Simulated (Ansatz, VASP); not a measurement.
One calculation of Ge, two programs

```
Ge
1.0
     1.39715   -2.60052    0.00000
     1.39715    2.60052    0.00000
     0.00000    0.00000    2.69823
Ge
1
Direct
  0.50000 0.50000 0.00000
```

This isn't the form of Ge at room conditions, which is diamond.

Alike in both runs: task single point; functional HSE(alpha, omega); k mesh 6 × 6 × 5; occupations fermi-dirac, width 0.05 eV; no spin polarisation.

|  | VASP | Ansatz |
| --- | --- | --- |
| version | VASP 6.6.1 | Ansatz 0.2.0 |
| potentials or method | VASP PAW PBE potentials, release 64 (Ge_d) | Ansatz PAW |
| plane-wave cutoff (eV) | 520 | 420 |
| valence electrons in the cell | 14 | 14 |

|  | VASP | Ansatz | Ansatz less VASP |
| --- | --- | --- | --- |
| gap on the k mesh at the Fermi level (eV) | none | none | - |
| pressure (GPa) | 0.3 | 0.0 | -0.31 |
| largest component of the traceless stress (GPa) | 6.75 | 6.75 | +0.004 |

A gap of «none» marks a metal or a gap that the smearing closes.

Caveats: the k mesh is coarse (spacing up to 0.47 Å⁻¹), so the values aren't converged, least of all with exact exchange; the PAW data sets were made with another functional, which shifts forces and pressure a little (VASP); the PAW data sets come from PBE, with cores solved anew for the run's functional, which leaves a small shift of forces and pressure (Ansatz); the thresholds are loose for stress (Ansatz).
